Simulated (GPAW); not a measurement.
# TiTe2 (P-3m1) in GPAW: single point with PBE

Aim: the single point of TiTe2 with PBE.

Program: GPAW 26.7.0. These are calculated values, not measurements. Logs are shortened: lines on timing, memory, paths and dates and some standing lists are left out, and cuts for length are marked. The log counts tension as positive stress, the text compression.

## (1) The structure

It takes space group P-3m1 (No. 164, trigonal). The conventional cell has a = 3.777 Å, b = 3.777 Å, c = 6.498 Å, α = 90.00°, β = 90.00°, γ = 120.00°. Te (site symmetry 3m) has 3 Ti at 2.77 Å as nearest neighbours. Ti (site symmetry -3m) is surrounded by 6 Te at 2.77 Å.

## (2) Single point, PBE

Input file run.py:

```python
from ase.io import read
from gpaw import PW
from gpaw.dft import DFT

atoms = read('TiTe2.cif')

dft = DFT(atoms,
          mode=PW(600),
          xc='PBE',
          kpts={'size': (8, 8, 4), 'gamma': True},
          occupations={'name': 'fermi-dirac', 'width': 0.05},
          nbands=24,
          convergence={'density': 1e-05, 'energy': 1e-05},
          maxiter=150,
          txt='gpaw.txt')
print(f'Energy: {dft.calculate_energy():.6f} eV')
print('Forces (eV/A):')
print(dft.calculate_forces().round(4))
print('Stress (eV/A^3):', dft.calculate_stress().round(6))
dft.write_gpw_file('gs.gpw')
```

Input file TiTe2.cif:

```cif
data_TiTe2
_cell_length_a 3.77700000
_cell_length_b 3.77700000
_cell_length_c 6.49800000
_cell_angle_alpha 90.00000000
_cell_angle_beta 90.00000000
_cell_angle_gamma 120.00000000
_space_group_name_H-M_alt 'P1'
_space_group_name_Hall 'P 1'
_space_group_IT_number 1
loop_
_space_group_symop_operation_xyz
'x,y,z'
loop_
_atom_site_label
_atom_site_type_symbol
_atom_site_symmetry_multiplicity
_atom_site_Wyckoff_symbol
_atom_site_fract_x
_atom_site_fract_y
_atom_site_fract_z
_atom_site_occupancy
Te1 Te 1 a 0.3333333333 0.6666666667 0.7372000000 1
Te2 Te 1 a 0.6666666667 0.3333333333 0.2628000000 1
Ti1 Ti 1 a 0.0000000000 0.0000000000 0.0000000000 1
```

Potentials or basis: GPAW PAW data sets (gpaw-data 1.2.1), pw.

On the command line:

```bash
$ OMP_NUM_THREADS=1 python run.py
```

gpaw.txt:

```text
Diagonalizing LCAO Hamiltonian
Converting LCAO to pw mode

        Te

            Te

       Ti

Atoms  # Å, Bohr magnetons
|   | symbol |         x |        y |        z |    initial magnetic moments |
|---|--------|-----------|----------|----------|-----------------------------|
| 0 |     Te | -0.000000 | 2.180652 | 4.790326 | ( 0.0000,  0.0000,  0.0000) |
| 1 |     Te |  1.888500 | 1.090326 | 1.707674 | ( 0.0000,  0.0000,  0.0000) |
| 2 |     Ti |  0.000000 | 0.000000 | 0.000000 | ( 0.0000,  0.0000,  0.0000) |

Unit cell  # Å
| periodic |         x |        y |        z |  lengths |     angles |
|----------|-----------|----------|----------|----------|------------|
|      yes |  3.777000 | 0.000000 | 0.000000 | 3.777000 |  90.000000 |
|      yes | -1.888500 | 3.270978 | 0.000000 | 3.777000 |  90.000000 |
|      yes |  0.000000 | 0.000000 | 6.498000 | 6.498000 | 120.000000 |

Number of symmetries: 12
Symmetry operations  # r_c * U_cc + t_c -> r_c
|    | kind |            matrix            |
|----|------|------------------------------|
|  0 |  σ   |  1, 1, 0,  0,-1, 0,  0, 0, 1 |
|  1 |  S6  |  1, 1, 0, -1, 0, 0,  0, 0,-1 |
|  2 |  E   |  1, 0, 0,  0, 1, 0,  0, 0, 1 |
|  3 |  C2  |  1, 0, 0, -1,-1, 0,  0, 0,-1 |
|  4 |  C2  |  0, 1, 0,  1, 0, 0,  0, 0,-1 |
|  5 |  C3  |  0, 1, 0, -1,-1, 0,  0, 0, 1 |
|  6 |  S6  |  0,-1, 0,  1, 1, 0,  0, 0,-1 |
|  7 |  σ   |  0,-1, 0, -1, 0, 0,  0, 0, 1 |
|  8 |  σ   | -1, 0, 0,  1, 1, 0,  0, 0, 1 |
|  9 |  i   | -1, 0, 0,  0,-1, 0,  0, 0,-1 |
| 10 |  C3  | -1,-1, 0,  1, 0, 0,  0, 0, 1 |
| 11 |  C2  | -1,-1, 0,  0, 1, 0,  0, 0,-1 |

BZ-sampling:
  Number of BZ points: 256
  Number of IBZ points: 35

  Monkhorst-Pack size: [8, 8, 4]
  Monkhorst-Pack shift: [0.0625, 0.0625, 0.125]

K-points  # in reciprocal-cell coordinates
|     |                                coordinates |     weight |
|-----|--------------------------------------------|------------|
|   0 | (  0.00000000,   0.00000000,   0.00000000) | 0.00390625 |
|   1 | (  0.00000000,   0.00000000,   0.25000000) | 0.00781250 |
|   2 | (  0.00000000,   0.00000000,   0.50000000) | 0.00390625 |
|   3 | (  0.12500000,   0.00000000,  -0.25000000) | 0.02343750 |
|   4 | (  0.12500000,   0.00000000,   0.00000000) | 0.02343750 |
|   5 | (  0.12500000,   0.00000000,   0.25000000) | 0.02343750 |
|   6 | (  0.12500000,   0.00000000,   0.50000000) | 0.02343750 |
|   7 | (  0.25000000,  -0.12500000,   0.00000000) | 0.02343750 |
|   8 | (  0.25000000,  -0.12500000,   0.25000000) | 0.04687500 |
|   9 | (  0.25000000,  -0.12500000,   0.50000000) | 0.02343750 |
| ... |                                            |            |
|  34 | (  0.50000000,   0.50000000,   0.50000000) | 0.01171875 |

Plane wave coefficients: 2714
Cutoff: 600.0 eV

Spin-components: 1 (collinear spins)
Bands:           24
Projectors:      16
Spin-degeneracy: 2
Datatype:        complex128

Density:
  Valence electrons: 24.0
  Components: 1
  Grid points: [24 24 40]
  Charge: 0.0  # |e|

Potential:
  Grid points: [24 24 40]

species:
  Te:
    name:    Tellurium
    Z:       52.0
    valence: 6
    core:    46
    charge:  0.0  # [|e|]
    compensation charges:
      type: gauss
      rc: 0.36  # [Å]
      lmax: 2
    cutoffs:
      filter: 2.09  # [Å]
      core: 3.17  # [Å]
    projectors
    | kind |    occ | energy [eV] | rcut [Å] |
    |------|--------|-------------|----------|
    |   5s |  2.000 |     -15.089 |    1.180 |
    |   5p |  4.000 |      -5.955 |    1.196 |
    |    s |        |      12.123 |    1.180 |
    |    p |        |      21.256 |    1.196 |
    |    d |        |       0.000 |    1.238 |

    Using partial waves for Te as LCAO basis

  Ti:
    name:    Titanium
    Z:       22.0
    valence: 12
    core:    10
    charge:  0.0  # [|e|]
    compensation charges:
      type: gauss
      rc: 0.38  # [Å]
      lmax: 2
    cutoffs:
      filter: 2.23  # [Å]
      core: 1.02  # [Å]
    projectors
    | kind |    occ | energy [eV] | rcut [Å] |
    |------|--------|-------------|----------|
    |   3s |  2.000 |     -62.623 |    1.270 |
    |   4s |  2.000 |      -4.466 |    1.270 |
    |   3p |  6.000 |     -38.862 |    1.058 |
    |   4p |  0.000 |      -1.466 |    1.058 |
    |   3d |  2.000 |      -4.258 |    1.058 |
    |    d |        |      22.953 |    1.058 |

    Using partial waves for Ti as LCAO basis

Reference energy: -392805.381149  # eV

eigensolver:
  PPCG
  Converge bands: occupied
  niter=2

density mixing:
  MSR1-Mixer
  Pratt-step length: 0.05
  Maximum mixing coefficient: 0.75
  Old densities: 10
  SVD Regularization: 0.005
  Good broyden scale: 1.0
  Trust region scale: 1.0
  Backstep threshold: 4.0
  History deletion threshold: 6.0
  Fourier metric: weight=20.0, sigma=0.015

occupation numbers:
  Fermi-Dirac:
    width: 0.0500  # eV

poisson solver:
  ecut: 4800.0  # eV

xc functional:
  name: PBE with 2 nearest neighbor stencil

convergence criteria:
- Maximum integral of absolute [dens]ity change: 1e-05 electrons / valence electron
- Maximum [total energy] change in last 3 cyles: 1e-05 eV / valence electron
- Maximum integral of absolute [eigenst]ate change: 4e-08 eV^2 / valence electron
maximum number of iterations: 150

SCF iterations
|iter     | |      energy | eigst |  dens |
|---------|-|-------------|-------|-------|
|iter:   1| |  -15.359386 | +0.01 |       |
|iter:   2| |  -15.318917 | -2.30 | -1.23 |
|iter:   3| |  -15.557850 | -1.47 | -1.27 |
|iter:   4| |  -15.367782 | -1.97 | -1.16 |
|iter:   5| |  -15.184516 | -2.55 | -1.32 |
|iter:   6| |  -15.187127 | -3.08 | -1.91 |
|iter:   7| |  -15.184964 | -3.99 | -2.36 |
|iter:   8| |  -15.184921 | -4.82 | -3.00 |
|iter:   9| |  -15.184919c| -6.69 | -3.82 |
|iter:  10| |  -15.184919c| -7.94c| -4.45 |
|iter:  11| |  -15.184919c| -8.37c| -5.12c|
SCF steps: 11
Energy contributions relative to reference atoms: (reference = -392805.381149)

Energy contributions:
  Kinetic:          24.639989
  Coulomb:         -24.938143
  Zero:              0.319248
  External:          0.000000
  Xc:              -15.200349
  Entropy:          -0.011327
  Spinorbit:         0.000000
  ----------------------------
  Free energy:     -15.190582
  Extrapolated:    -15.184919

Forces  # eV/Ang
|        x |       y |        z |
|----------|---------|----------|
|  0.00000 | 0.00000 | -0.01065 |  # Te   0
| -0.00000 | 0.00000 |  0.01065 |  # Te   1
| -0.00000 | 0.00000 |  0.00000 |  # Ti   2

Stress tensor  # eV/Ang^3
|         x |         y |         z |
|-----------|-----------|-----------|
| -0.002336 |  0.000000 |  0.000000 |
|  0.000000 | -0.002336 | -0.000000 |
|  0.000000 | -0.000000 | -0.005743 |

Writing to gs.gpw (mode='')

  __  _  _
 | _ |_)|_||  |
 |__||  | ||/\| - 26.7.0

Input parameters:
  mode=PW(ecut=600.0),
  convergence={'density': 1e-05, 'energy': 1e-05},
  kpts=MonkhorstPack(size=(8, 8, 4), gamma=True),
  maxiter=150,
  nbands=24,
  occupations=Occupations(name='fermi-dirac', width=0.05),
  xc=XC(name='PBE')
# Writing to gs.gpw (mode='')
```

Wall time 50 s (1 thread of Arm Neoverse V1, shared host); peak memory 0.21 GiB.

What came out:

- Free energy: -15.1906 eV
- Pressure: 0.6 GPa
- Largest force: 0.011 eV/Å
- Band gap on the k mesh: none (metal or under the smearing width)

Forces on the atoms (eV/Å):
```
Te   0.000  0.000 -0.011
Te   0.000  0.000  0.011
Ti   0.000  0.000  0.000
```

Levels at points of the mesh, in eV from the Fermi level:
```tsv
k point	band 10	band 11	band 12	band 13	band 14	band 15
(0.00, 0.00, 0.00)	0.36	0.41	0.41	0.58	1.07	1.07
(0.00, 0.00, 0.50)	-1.60	0.40	0.40	0.76	0.76	1.04
(0.50, 0.50, 0.00)	-2.39	-1.74	-1.13	0.03	1.16	1.49
(0.50, 0.50, 0.50)	-2.02	-0.97	-0.61	-0.26	1.16	1.47
```

Caveat: this functional lacks dispersion, which binds the layers, so the pressure and a relaxed spacing across them are unreliable. The run has no spin-orbit coupling, so splittings on Te are missing.
